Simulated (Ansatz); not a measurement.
Computed properties of ZnS

```xyz
2
Lattice="0.0000 2.5517 2.5517 2.5517 0.0000 2.5517 2.5517 2.5517 0.0000" Properties=species:S:1:pos:R:3 pbc="T T T"
Zn    0.0000    0.0000    0.0000
S     2.5517    2.5517    2.5517
```

Atoms are numbered in the order listed.

The structure comes from a relaxation in the same program, started in the rocksalt type, and has space group Fm-3m. Whether it is a known phase or the ground state wasn't checked.

All numbers are computed: DFT, PBE, all-electron LAPW, scalar-relativistic (Ansatz 0.2.0); DFT, PBE, PAW with Ansatz's default frozen-core files, scalar-relativistic (Ansatz 0.2.0).

For LAPW: a Γ-centred 15×15×15 k mesh, Fermi–Dirac smearing of 0.05 eV, basis error target 1 meV/atom, no spin polarisation. PAW takes a cutoff of 420 eV at this cell. The Ansatz runs share mesh, smearing and spin set-up. Values come from LAPW unless marked.

| Quantity | Value |
| --- | --- |
| Band gap | none at this level of theory (metallic, semimetallic, or a small gap that the functional closes) |
| Density of states at the Fermi level (0.2 eV bin) | 0.05 states/eV per cell |
| Löwdin charges (with 0.20 e of the cell spilling out of the atomic basis, so their sizes and signs hang on that basis) | Zn1 1.26, S2 -1.06 e |
| Bader charges (from the PAW run) | Zn1 +0.95, S2 -0.95 e |
| Volume per atom | 16.62 Å³ |
| Pressure at this cell | 0.04 GPa |
